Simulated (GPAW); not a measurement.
A run of GPAW 26.7.0:

Contents of run.py:

```python
from ase.eos import EquationOfState
from ase.io import Trajectory, read
from ase.units import GPa
from gpaw import GPAW, PW, setup_paths

setup_paths.insert(0, '.')

atoms = read('POSCAR')

traj = Trajectory('eos.traj', 'w')
volumes, energies = [], []
for x in [0.94, 0.96, 0.98, 1.0, 1.02, 1.04, 1.06]:
    a = atoms.copy()
    a.set_cell(atoms.cell * x**(1 / 3), scale_atoms=True)
    calc = GPAW(mode=PW(800),
                xc='LDA',
                kpts={'size': (7, 7, 7), 'gamma': True},
                occupations={'name': 'fermi-dirac', 'width': 0.05},
                nbands=22,
                convergence={'density': 1e-05, 'energy': 1e-05},
                maxiter=150,
                txt=f'eos-{x:.2f}.txt')
    a.calc = calc
    energies.append(a.get_potential_energy(force_consistent=True))
    volumes.append(a.get_volume())
    p = -a.get_stress()[:3].mean() / GPa
    calc.write(f'eos-{x:.2f}.gpw')
    traj.write(a)
    print(f'{x:.2f} {volumes[-1]:10.4f} A^3 {energies[-1]:14.6f} eV {p:9.3f} GPa', flush=True)

v0, e0, B = EquationOfState(volumes, energies, eos='birchmurnaghan').fit()
print(f'V0 = {v0:.4f} A^3, E0 = {e0:.6f} eV, B0 = {B / GPa:.2f} GPa')
```

The input POSCAR:

```
CaF2
1.0
    0.0000000000      2.7310000000      2.7310000000
    2.7310000000      0.0000000000      2.7310000000
    2.7310000000      2.7310000000      0.0000000000
Ca F
1 2
Direct
    0.0000000000      0.0000000000      0.0000000000
    0.7500000000      0.7500000000      0.7500000000
    0.2500000000      0.2500000000      0.2500000000
```

Potentials or basis: PAW data sets generated in the run's folder for this functional, pw.

Launch:

```bash
$ gpaw-setup -f LDA Ca F
$ OMP_NUM_THREADS=1 python run.py
```

Hardware: 1 thread of Arm Neoverse V2, on a shared host.

Q: Estimate the wall time of this run.

A: Run time: 110 s on 1 thread of Arm Neoverse V2, with other jobs on the host, peak memory 0.31 GiB. Counts: scf iterations 63, plane waves 1992, bands 22, k points 20.
